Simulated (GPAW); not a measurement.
Runs of GPAW 26.7.0 on BaTiO3. Symmetry: Pm-3m, No. 221, cubic system. Conventional cell: a = 4.006 Å, b = 4.006 Å, c = 4.006 Å, α = 90.00°, β = 90.00°, γ = 90.00°. Ba (site symmetry m-3m) is surrounded by 12 O at 2.83 Å. Around Ti (site symmetry m-3m) lie 6 O at 2.00 Å. O (site symmetry 4/mmm) has 2 Ti at 2.00 Å as nearest neighbours. 

```tsv
task	level	potentials or basis	smearing	maxiter	convergence	response ecut	response k mesh	response bands	gap on the mesh (eV)	pressure (GPa)
single point	PBE	GPAW PAW data sets (gpaw-data 1.2.1), pw	fermi-dirac 0.05 eV	120	default	-	-	-	1.78	(a)
dielectric tensor	LDA	the program's PAW data sets (release 1.2.1) made for this functional, pw	fermi-dirac 0.001 eV	150	-	80 eV	17 × 17 × 17	60	1.69	-
dielectric tensor	PBE	GPAW PAW data sets (gpaw-data 1.2.1), pw	fermi-dirac 0.001 eV	150	-	80 eV	17 × 17 × 17	60	1.78	-
single point	LDA	the program's PAW data sets (release 1.2.1) made for this functional, pw	fermi-dirac 0.05 eV	120	default	-	-	-	1.69	-12.5
```

Alike in all rows: no spin polarisation; cell as given; k mesh 6 × 6 × 6; cutoff (eV) 600.

Q: Estimate the missing entries.

A: (a) -1.4.

Caveats: spin-orbit coupling is left out, which moves the levels of the heavy elements; the cutoff is short for stress and forces, so pressures can be off by a GPa or more (some runs); the long-wavelength limit can be off by several per cent where d states take part (some runs); an odd mesh through Γ misses points on the zone boundary, where band edges often lie (some runs).

A k mesh can miss the band edges, and the runs leave out spin-orbit coupling on Ba.
